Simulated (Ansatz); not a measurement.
## CsI squeezed and stretched

A database entry relaxed whole under r2SCAN (Pm-3m):

```
CELL_PARAMETERS angstrom
4.60903 0.00000 0.00000
0.00000 4.60903 0.00000
0.00000 0.00000 4.60903
ATOMIC_POSITIONS crystal
Cs 0.00000 0.00000 0.00000
I 0.50000 0.50000 0.50000
```

The cell was scaled uniformly, its shape held, and the atoms relaxed at each volume with plane-wave PAW DFT (Ansatz 0.2.0; r2SCAN, 500 eV, 6×6×6 Γ-centred mesh, fermi-dirac occupations of width 0.020 eV; no spin, no spin-orbit coupling). One row is withheld.

| volume (Å³/atom) | energy over the lowest (meV/atom) | pressure (GPa) | gap over mesh and path (eV) |
| --- | --- | --- | --- |
| 46.018 | 7.9 | 0.90 | 4.573 |
| 46.997 | 3.4 | 0.57 | 4.606 |
| 47.976 | 0.9 | 0.28 | 4.587 |
| 48.955 | 0.0 | 0.01 | 4.513 |
| 49.934 | ? | ? | ? |
| 50.913 | 2.6 | -0.42 | 4.376 |
| 51.892 | 5.7 | -0.60 | 4.314 |

**Question.** Fit the pressures of the other rows to the third-order Birch-Murnaghan form.

**Answer.** With f = [(V₀/V)^(2/3) − 1]/2 and P = 3B₀f(1 + 2f)^(5/2)[1 + 3(B₀′ − 4)f/2], least squares gives V₀ = 49.01 Å³ an atom, B₀ = 12.2 GPa and B₀′ = 5.2; the rows miss the fit by less than 0.01 GPa. The slope of the energies differs from these pressures by less than 0.05 GPa.

**Question.** How does the gap move with volume?

**Answer.** It runs from 4.57 eV at the smallest volume to 4.31 eV at the largest, not along one parabola, so no one slope is given.

**Question.** What does the withheld row hold?

**Answer.** The fit gives -0.22 GPa at 49.934 Å³; the run gave -0.22 GPa and 0.6 meV an atom. Its gap is 4.442 eV.

Caveats: the shape of the cell was held; 0 K, fixed nuclei; the symmetry was kept, and this need not be the phase that is stable at 0 K; one mesh for all volumes; r2SCAN gaps lie as a rule under measured ones; no spin-orbit coupling, which narrows gaps of heavier elements; pressure is positive in compression.
